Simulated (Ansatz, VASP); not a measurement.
**K in VASP and in Ansatz**

```
K
1.0
    -2.64093    2.64093    2.64093
     2.64093   -2.64093    2.64093
     2.64093    2.64093   -2.64093
K
1
Direct
  0.00000 0.00000 0.00000
```

Alike in both runs: functional PBE; k mesh 12 × 12 × 12; occupations gaussian, width 0.1 eV; no spin polarisation.

Ansatz relaxed the structure, and its values are those at the end. VASP's run is a single point on that final structure, the one shown.

```csv
,VASP,Ansatz
version,VASP 6.6.1,Ansatz 0.2.0
potentials or method,"VASP PAW PBE potentials, release 64 (K_sv)","scalar-relativistic, plane waves, PAW"
plane-wave cutoff (eV),520,420
valence electrons in the cell,9,9
```

|  | VASP | Ansatz | Ansatz less VASP |
| --- | --- | --- | --- |
| gap on the k mesh at the Fermi level (eV) | none | none | - |
| pressure (GPa) | 0.0 | 0.0 | +0.01 |

A gap of «none» marks a metal or a gap that the smearing closes.
